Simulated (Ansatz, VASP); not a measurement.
**TiB2 in VASP and in Ansatz**

File POSCAR:

```
TiB2
1.0
    3.0492615118      0.0000000000      0.0000000000
   -1.5246307559      2.6407379320      0.0000000000
    0.0000000000      0.0000000000      3.2497807555
Ti B
1 2
Direct
    0.0000000000      0.0000000000      0.0000000000
    0.6666666667      0.3333333333      0.5000000000
    0.3333333333      0.6666666667      0.5000000000
```

INCAR.step1

```
ALGO = Normal
EDIFF = 1E-4
ENCUT = 520
GGA = PE
ISMEAR = -1
LASPH = T
LCHARG = F
LREAL = F
LWAVE = T
NBANDS = 16
NELM = 60
PREC = Accurate
SIGMA = 0.05
```

File INCAR.step2:

```
ALGO = Normal
EDIFF = 1E-6
ENCUT = 520
ISIF = 2
ISMEAR = -1
ISTART = 1
LASPH = T
LCHARG = F
LMIXTAU = T
LREAL = F
LWAVE = F
METAGGA = R2SCAN
NBANDS = 16
NELM = 60
PREC = Accurate
SIGMA = 0.05
```

Contents of KPOINTS:

```
k-points
0
Gamma
  10 10 8
```

input.yaml

```yaml
crystal:
  lattice:
    - [3.0492615118, 0.0, 0.0]
    - [-1.5246307559, 2.640737932, 0.0]
    - [0.0, 0.0, 3.2497807555]
  atoms:
    - { symbol: Ti, position: [0.0, 0.0, 0.0] }
    - { symbol: B, position: [0.6666666667, 0.3333333333, 0.5] }
    - { symbol: B, position: [0.3333333333, 0.6666666667, 0.5] }
hamiltonian:
  xc: r2scan
  pseudopotentials: { kind: paw }
kpoints:
  mp_grid: { grid: [10, 10, 8] }
scf:
  occupations: { method: fermi_dirac, width: 0.05 }
output:
  forces: true
  stress: true
  eigenvalues: true
```

Alike in both runs: task single point; functional r2SCAN; k mesh 10 × 10 × 8; occupations fermi-dirac, width 0.05 eV; no spin polarisation.

|  | VASP | Ansatz |
| --- | --- | --- |
| version | VASP 6.6.1 | Ansatz 0.2.0 |
| potentials or method | VASP PAW PBE potentials, release 64 (Ti_sv, B) | Ansatz PAW |
| plane-wave cutoff (eV) | 520 | 500 |
| valence electrons in the cell | 18 | 18 |

```csv
,VASP,Ansatz,Ansatz less VASP
gap on the k mesh at the Fermi level (eV),none,none,-
pressure (GPa),-5.3,-6.1,-0.77
largest component of the traceless stress (GPa),1.16,1.09,-0.074
```

A gap of «none» marks a metal or a gap that the smearing closes.

Caveats: the PAW data sets were made with another functional, which shifts forces and pressure a little (VASP); the PAW data sets come from PBE, with cores solved anew for the run's functional, which leaves a small shift of forces and pressure (Ansatz).
